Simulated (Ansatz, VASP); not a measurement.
## One calculation of GaN, two programs

```
CELL_PARAMETERS angstrom
3.18000 0.00000 0.00000
-1.59000 2.75396 0.00000
0.00000 0.00000 5.16600
ATOMIC_POSITIONS crystal
Ga 0.66667 0.33333 0.50000
Ga 0.33333 0.66667 0.00000
N 0.66667 0.33333 0.87500
N 0.33333 0.66667 0.37500
```

Alike in both runs: task band structure; functional RPBE; k mesh 10 × 10 × 5; occupations fermi-dirac, width 0.05 eV; no spin polarisation.

```csv
,VASP,Ansatz
version,VASP 6.6.1,Ansatz 0.2.0
potentials or method,"VASP PAW PBE potentials, release 64 (Ga_d, N)",Ansatz PAW
plane-wave cutoff (eV),520,420
valence electrons in the cell,36,36
```

Ansatz gave:

- gap on the k mesh at the Fermi level (eV): 2.01
- least direct gap on the mesh (eV): 2.01
- gap along the band path (eV): 2.01
- pressure (GPa): 11.5
- largest component of the traceless stress (GPa): 1.41
- rms of the force components (eV/Å): 0.082

Problem. What did VASP give for the same quantities?

Solution. gap on the k mesh at the Fermi level (eV): 2.03; least direct gap on the mesh (eV): 2.03; gap along the band path (eV): 2.03; pressure (GPa): 11.2; largest component of the traceless stress (GPa): 1.42; rms of the force components (eV/Å): 0.080.

Atom by atom the forces differ by 0.002 eV/Å (rms over components).

Caveats: the PAW data sets were made with another functional, which shifts forces and pressure a little (VASP); the pressure holds a Pulay correction of +0.5 GPa for the finite cutoff (Ansatz); the PAW data sets come from PBE, with cores solved anew for the run's functional, which leaves a small shift of forces and pressure (Ansatz).
